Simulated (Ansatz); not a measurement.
## Elastic constants of HgTe at 11 GPa (stress–strain coefficients): input and output

These are results of DFT PBEsol, scalar-relativistic, plane waves, PAW (Ansatz 0.2.0), not measurements.

Launched with:
```bash
ansatz run input.yaml --threads 1 --pin off --max-ram 3072MiB --backend cpu --events-out ev --progress --plain --runs-dir out
```

Input (bare energies are in eV):
```yaml
crystal:
  lattice:
    - [0.0, 3.0764497617, 3.0764497617]
    - [3.0764497617, 0.0, 3.0764497617]
    - [3.0764497617, 3.0764497617, 0.0]
  atoms:
    - { symbol: Hg, position: [0.0, 0.0, 0.0] }
    - { symbol: Te, position: [0.75, 0.75, 0.75] }
basis:
  ecutwfc: 420
kpoints:
  mp_grid: { grid: [12, 12, 12] }
hamiltonian:
  xc: pbesol
scf:
  occupations: { method: fermi_dirac, width: 0.15 }
output:
  forces: true
  stress: true
  eigenvalues: true
elastic:
  mode: relaxed_ion
  amplitude: 0.005
```

From the output:
```
--- Elastic constants: 2 strain directions × 4 members + reference (group order 24) ---
  dense FFT box of the reference and of every strained cell: 30×30×30
  strains applied: 11, 23; error gains: componentwise 1.00 (the most a stress slope's error grows in a printed constant), spectral 1.73 (1 for all six strains in a standard setting)
  C = ∂σ_k/∂η_j (tension-positive GPa; Voigt order 11 22 33 23 13 12):
        96.976     91.353     91.353     -0.000     -0.000     -0.000
        91.353     96.976     91.353     -0.000      0.000      0.000
        91.353     91.353     96.976     -0.000      0.000      0.000
         0.000     -0.000     -0.000     10.611      0.000      0.000
         0.000      0.000     -0.000     -0.000     10.611     -0.000
         0.000     -0.000     -0.000      0.000     -0.000     10.611
  reference stress σ⁰ (GPa):    -11.003    -11.003    -11.003     -0.000      0.000      0.000
  C* (energy form; C + prestress term) asymmetry max|C*_kj − C*_jk| = 1.421e-14 GPa — a small one proves nothing (zero by symmetry where the batch's group is 432, −43m or m−3m); a large one is finite-difference/SCF noise where every solve ...
  moduli (Voigt/Reuss/Hill, GPa): K = 93.23/93.23/93.23   G = 7.49/5.03/6.26   E = 18.37   ν = 0.467
  mechanically stable: yes (min eigenvalue of sym C = 5.62 GPa)
  strain η (Voigt 11):  stress-route row diagonal C_11 = 96.98 GPa, energy-path curvature d²(F+E_count+ΔE)/dδ²/Ω₀ = 96.96 GPa
    cells at ±δ against ±2δ: C31 91.36 and 91.39 GPa, apart by 0.03 % of the column's largest entry
         δ    σ_11 (GPa) F (eV) n_scf n_hpsi n_pw
    -1.000e-2     -11.9849      -20569.4653811       9   76114   1146   relax 0 steps, max|allowed force component| 3.30e-17 eV/Å
    -5.000e-3     -11.4908      -20569.4867097       6   69946   1158   relax 0 steps, max|allowed force component| 2.08e-17 eV/Å
     5.000e-3     -10.5210      -20569.5267102       5   59500   1163   relax 0 steps, max|allowed force component| 5.03e-17 eV/Å
     1.000e-2     -10.0454      -20569.5454010       9   71986   1171   relax 0 steps, max|allowed force component| 2.08e-17 eV/Å
  strain η (Voigt 23):  stress-route row diagonal C_44 = 10.61 GPa, energy-path curvature d²(F+E_count+ΔE)/dδ²/Ω₀ = 16.12 GPa
    cells at ±δ against ±2δ: C44 10.61 and 10.61 GPa, apart by 0.02 % of the column's largest entry
         δ    σ_23 (GPa) F (eV) n_scf n_hpsi n_pw
    -1.000e-2      -0.1061      -20569.5068592       2   63821   1158   relax 4 steps, max|allowed force component| 4.84e-8 eV/Å
    -5.000e-3      -0.0531      -20569.5070782       2   66099   1159   relax 2 steps, max|allowed force component| 5.14e-6 eV/Å
     5.000e-3       0.0531      -20569.5070782       2   66138   1159   relax 2 steps, max|allowed force component| 4.57e-10 eV/Å
     1.000e-2       0.1061      -20569.5068592       2   63917   1158   relax 2 steps, max|allowed force component| 4.20e-5 eV/Å
```

It took 2.7 min on 1 thread of AMD EPYC 9R45 96-Core Processor (Zen 5) (shared host), peak memory 0.74 GiB.

Without a gap, frequencies and elastic constants depend on the k mesh and the smearing, soft modes and shear constants most. Spin–orbit coupling is left out, which can shift energies with elements as heavy as these.

The least eigenvalue is 5.6 GPa; in a metal on this mesh the verdict on stability isn't firm within about 20 GPa or a tenth of the bulk modulus.

The bands only touch here, so at this level the crystal is a zero-gap semiconductor or semimetal, not an ordinary metal; spin–orbit coupling, left out, moves these levels but leaves zinc-blende mercury chalcogenides without a gap.